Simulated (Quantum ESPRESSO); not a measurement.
Nb: Wannier functions under several settings

```xyz
1
Lattice="0.0000 2.1150 2.1150 2.1150 0.0000 2.1150 2.1150 2.1150 0.0000" Properties=species:S:1:pos:R:3 pbc="T T T"
Nb    0.0000    0.0000    0.0000
```

This isn't the form of Nb at room conditions, which is bcc.

All runs used Quantum ESPRESSO 7.5; potentials GBRV 1.5 PBEsol; k mesh 9 × 9 × 9; given cell; no spin polarisation; cutoff 612 eV; occupations fermi-dirac, width 0.05 eV.

```tsv
level	start	Wannier mesh	spread a function (Å²)	RMS miss of the bands (meV)
PBEsol	atomic projections with disentanglement	7 × 7 × 7	2.87	167
PBEsol	atomic projections with disentanglement, not minimised	7 × 7 × 7	4.66	174
PBEsol	SCDM with an erfc weight	7 × 7 × 7	?	?
```

Q: What stands in the row left open?

A: Spread a function 2.89 Å²; RMS miss of the bands 49 meV.

Caveats: the Wannier minimisation didn't converge (some runs).
